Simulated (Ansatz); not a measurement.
The system is LiCl.

```xyz
2
Lattice="0.0000 2.5648 2.5648 2.5648 0.0000 2.5648 2.5648 2.5648 0.0000" Properties=species:S:1:pos:R:3 pbc="T T T"
Cl    2.5648    2.5648    2.5648
Li    0.0000    0.0000    0.0000
```

```yaml
Program: Ansatz 0.2.0
Task: relaxation of cell and atoms
Functional: BLYP
Potentials_or_basis: all-electron LAPW, scalar-relativistic
Basis_error_allowed: 0.001 eV/atom
k_mesh: 9 × 9 × 9
Occupations: fermi-dirac, width 0.05 eV
Spin: no spin polarisation
```

At the start: volume 16.87 Å³/atom.

Problem. Where does the relaxation end?

Solution. Over 5 steps the energy falls by 6.0 meV/atom and the volume is 17.90 Å³/atom (+6.1 %); space group Fm-3m (No. 225, to 0.05 Å).

The path:
```csv
step,energy change (eV),largest force (eV/Å),volume (Å³)
1,0.0000,0.0000,33.74
2,-0.0107,0.0000,35.12
3,-0.0119,0.0000,35.74
4,-0.0120,0.0000,35.80
5,-0.0120,0.0000,35.80
```

Final structure:
```xyz
2
Lattice="0.0000 2.6160 2.6160 2.6160 0.0000 2.6160 2.6160 2.6160 0.0000" Properties=species:S:1:pos:R:3 pbc="T T T"
Cl    2.6160    2.6160    2.6160
Li    0.0000    0.0000    0.0000
```
